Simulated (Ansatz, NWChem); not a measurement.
Exact exchange and the HOMO–LUMO gap of C4H8 (1-butene)

C4H8 has 12 atoms, charge 0, and is taken as a singlet. As SMILES, `C=CCC`. The shape is that of a PBE0-D4/def2-TZVP optimisation. This is one conformer, not always the lowest.

The HOMO–LUMO gap y, in eV, basis 6-31G(d); a is the functional's share of exact exchange. Programs: Ansatz 0.2.0, NWChem 7.3.0.

| functional | program | a | y (eV) |
| --- | --- | --- | --- |
| TPSS | NWChem | 0 | 6.02 |
| BLYP | Ansatz | 0 | 5.77 |
| B3LYP | Ansatz | 0.2 | ? |
| PBE0 | Ansatz | 0.25 | 8.05 |
| r2SCAN0 | Ansatz | 0.25 | 8.32 |
| BHLYP | Ansatz | 0.5 | 10.28 |

Question: Fit y = c + s·a to the known rows and predict B3LYP.

Answer: 
1. Means of the 5 rows: a = 0.2000, y = 7.688.
2. Σ(Δa)² = 0.175, Σ(Δa·Δy) = 1.5445, so the slope is 1.5445/0.175 = 8.8257.
3. Intercept: 7.688 − (8.8257) × 0.2000 = 5.923. The largest residual of the fit is 0.19.
4. B3LYP: 5.923 + (8.8257) × 0.2 = 7.69 eV.

The run gave 7.58 eV, so the prediction is off by +0.11 eV, within the scatter of the fit. Exact exchange lowers occupied levels and raises empty ones. The rows mix families of semi-local functionals, which the line can't see.
